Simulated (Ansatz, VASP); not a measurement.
## One calculation of CdSe (Cadmoselite), two programs

File INCAR:

```
SYSTEM = CdSe
PREC = Accurate ; ENCUT = 520
EDIFF = 1E-6 ; ISMEAR = -1
SIGMA = 0.05 ; LREAL = .FALSE.
LASPH = .TRUE. ; NELM = 60
ALGO = Normal ; ISIF = 2
LWAVE = .FALSE. ; LCHARG = .FALSE.
GGA = B5 ; ALDAX = 1.0
AGGAX = 1.0 ; AGGAC = 1.0
ALDAC = 0.0 ; NBANDS = 26
```

KPOINTS

```
Automatic mesh
0
G
  7 7 4
  0 0 0
```

File POSCAR:

```
CdSe
1.0
    4.2122202675      0.0000000000      0.0000000000
   -2.1061101337      3.6478897580      0.0000000000
    0.0000000000      0.0000000000      6.8766944832
Cd Se
2 2
Direct
    0.6666666667      0.3333333333      0.5000000000
    0.3333333333      0.6666666667      0.0000000000
    0.6666666667      0.3333333333      0.8850000000
    0.3333333333      0.6666666667      0.3850000000
```

File input.yaml:

```yaml
crystal:
  lattice:
    - [4.2122202675, 0.0, 0.0]
    - [-2.1061101337, 3.647889758, 0.0]
    - [0.0, 0.0, 6.8766944832]
  atoms:
    - { symbol: Cd, position: [0.6666666667, 0.3333333333, 0.5] }
    - { symbol: Cd, position: [0.3333333333, 0.6666666667, 0.0] }
    - { symbol: Se, position: [0.6666666667, 0.3333333333, 0.885] }
    - { symbol: Se, position: [0.3333333333, 0.6666666667, 0.385] }
hamiltonian:
  xc: blyp
  pseudopotentials: { kind: paw }
kpoints:
  mp_grid: { grid: [7, 7, 4] }
scf:
  occupations: { method: fermi_dirac, width: 0.05 }
output:
  forces: true
  stress: true
  eigenvalues: true
  write_density: true
  write_potential: true
  elf: true
  volumetric_format: npy
```

Alike in both runs: task single point; functional BLYP; k mesh 7 × 7 × 4; occupations fermi-dirac, width 0.05 eV; no spin polarisation.

|  | VASP | Ansatz |
| --- | --- | --- |
| version | VASP 6.6.1 | Ansatz 0.2.0 |
| potentials or method | VASP PAW PBE potentials, release 64 (Cd, Se) | Ansatz PAW |
| plane-wave cutoff (eV) | 520 | 420 |
| valence electrons in the cell | 36 | 72 |

VASP gave:

```
gap on the k mesh at the Fermi level (eV)       : 0.81
least direct gap on the mesh (eV)               : 0.81
pressure (GPa)                                  : 11.0
largest component of the traceless stress (GPa) : 2.07
rms of the force components (eV/Å)              : 0.224
```

Which values does Ansatz return?

gap on the k mesh at the Fermi level (eV): 0.77; least direct gap on the mesh (eV): 0.77; pressure (GPa): 10.4; largest component of the traceless stress (GPa): 1.98; rms of the force components (eV/Å): 0.216.

Atom by atom the forces differ by 0.009 eV/Å (rms over components). The two sets of potentials don't hold the same shells in valence.

Caveats: the PAW data sets were made with another functional, which shifts forces and pressure a little (VASP); odd divisions of the mesh miss points on the zone boundary, where band edges often lie, so the gap on the mesh can be too wide (Ansatz); the PAW data sets come from PBE, with cores solved anew for the run's functional, which leaves a small shift of forces and pressure (Ansatz). BLYP gaps usually lie below the measured ones, often by a third to a half.
